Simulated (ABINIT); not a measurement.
A calculation with ABINIT 10.8.3 (patched build) of As (native input, structure from a POSCAR):

Contents of run.abi:

```
# Pseudopotentials
pp_dirpath "./"
pseudos "As.GGA_PBE-JTH.xml"

# Structure
structure "poscar:POSCAR"
natom 1

# Plane-wave basis
ecut 408.170794 eV
pawecutdg 30.0
pawxcdev 0

# k points
kptopt 1
ngkpt 10 10 10
nshiftk 1
shiftk 0.0 0.0 0.0

# Exchange and correlation
ixc 11

# Bands and occupations
nband 12
occopt 3
tsmear 0.05 eV

# SCF cycle
nstep 100
tolvrs 1.0e-9

# Output
iomode 3
prtwf 0
prtden 0
prteig 0
prtebands 0
```

Contents of POSCAR:

```
As
1.0
    2.7036817444      0.0000000000      0.0000000000
    0.0000000000      2.7036817444      0.0000000000
    0.0000000000      0.0000000000      2.7036817444
As
1
Direct
    0.5000000000      0.5000000000      0.5000000000  As
```

Potentials or basis: JTH PAW PBE v2.0.

The run is started by

```sh
$ abinit run.abi > log 2>&1
```

This isn't the form of As at room conditions, which is rhombohedral.

Problem. Write the same calculation in another form: ASE script, Cartesian positions.

Solution. As run:

The input run.py:

```python
import json, os
import numpy as np
from ase.units import GPa
from ase.calculators.abinit import Abinit, AbinitProfile
from ase.io import read

atoms = read('As.xyz')

profile = AbinitProfile(command='abinit', pp_paths=[os.path.abspath('pseudos')])
params = dict(
    pps='pawxml', xc='PBE',
    ecut=408.1708,
    pawecutdg=816.3416,
    pawxcdev=0,
    kptopt=1,
    ngkpt=[10, 10, 10],
    nshiftk=1,
    shiftk=[0.0, 0.0, 0.0],
    ixc=11,
    nband=12,
    occopt=3,
    tsmear=0.05,
    nstep=100,
    tolvrs=1e-09,
    prtwf=0,
    prtden=0,
)

atoms.calc = Abinit(profile=profile, directory='run', **params)
energy = atoms.get_potential_energy()
forces = atoms.get_forces()
stress = atoms.get_stress()
print(f'energy {energy:.6f} eV')
print('forces (eV/A)')
print(np.round(forces, 5))
print('stress (GPa, Voigt, tension positive)', np.round(stress / GPa, 4))
json.dump(dict(energy=energy, forces=forces.tolist(), stress=stress.tolist(), cell=atoms.cell.tolist(), frac=atoms.get_scaled_positions(wrap=False).tolist()), open('results.json', 'w'))
```

The input As.xyz:

```xyz
1
Lattice="2.7036817444 0.0000000000 0.0000000000 0.0000000000 2.7036817444 0.0000000000 0.0000000000 0.0000000000 2.7036817444" Properties=species:S:1:pos:R:3 pbc="T T T"
As     1.3518408722      1.3518408722      1.3518408722
```

Potentials or basis: JTH PAW PBE v2.0.

The run is started by

```bash
$ python run.py
```

Both were run:

|  | native input, structure from a POSCAR | ASE script, Cartesian positions |
| --- | --- | --- |
| Pressure | 2.2 GPa | 2.2 GPa |
| Band gap on the k mesh | none (metal or under the smearing width) | none (metal or under the smearing width) |
| Valence electrons inside the program's atomic spheres | As 12.59 (radii [1.1133] Å) | As 12.59 (radii [1.1133] Å) |

Keys that steer only the numerical path or the files written may differ.
